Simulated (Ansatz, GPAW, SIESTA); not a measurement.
**TiAl: programs and potentials compared**

```
Ti Al
1.0
     2.83730    0.00000    0.00000
     0.00000    2.83730    0.00000
     0.00000    0.00000    4.05910
Ti Al
1 1
Direct
  0.00000 0.00000 0.00000
  0.50000 0.50000 0.50000
```

Alike in all runs: task band structure; functional PBE; k mesh 9 × 9 × 7; occupations fermi-dirac, width 0.05 eV; no spin polarisation; no spin-orbit coupling. Pressure is positive in compression and, in plane waves, holds the error of the finite cutoff, which Ansatz's Pulay term estimates and takes out.

```json
{"program and potentials": "Ansatz, Ansatz PAW", "plane-wave cutoff (eV)": "420", "notes": "Pulay term of +0.04 GPa included", "pressure (GPa)": "-0.65"}
{"program and potentials": "GPAW, GPAW PAW data sets (gpaw-data 1.2.1)", "plane-wave cutoff (eV)": "600", "notes": "-", "pressure (GPa)": "-0.80"}
{"program and potentials": "SIESTA, files PseudoDojo sr-pbe-0.4.1-standard, DZP (energy shift 0.003 Ry; two zetas on semicore shells)", "plane-wave cutoff (eV)": "-", "notes": "atomic basis", "pressure (GPa)": "-0.30"}
{"program and potentials": "Ansatz, all-electron LAPW, scalar-relativistic", "plane-wave cutoff (eV)": "-", "notes": "-", "pressure (GPa)": "-0.69"}
```

The pressure spans -0.80 (GPAW, GPAW PAW data sets (gpaw-data 1.2.1)) to -0.30 GPa (SIESTA, files PseudoDojo sr-pbe-0.4.1-standard, DZP (energy shift 0.003 Ry; two zetas on semicore shells)), with all-electron results at -0.69. Rows in atomic bases carry the error of their basis and grid, which can be large.

The functional is the same throughout but for its coding, so the spread measures potentials, basis and numerics; runs on potential files found faulty are left out.
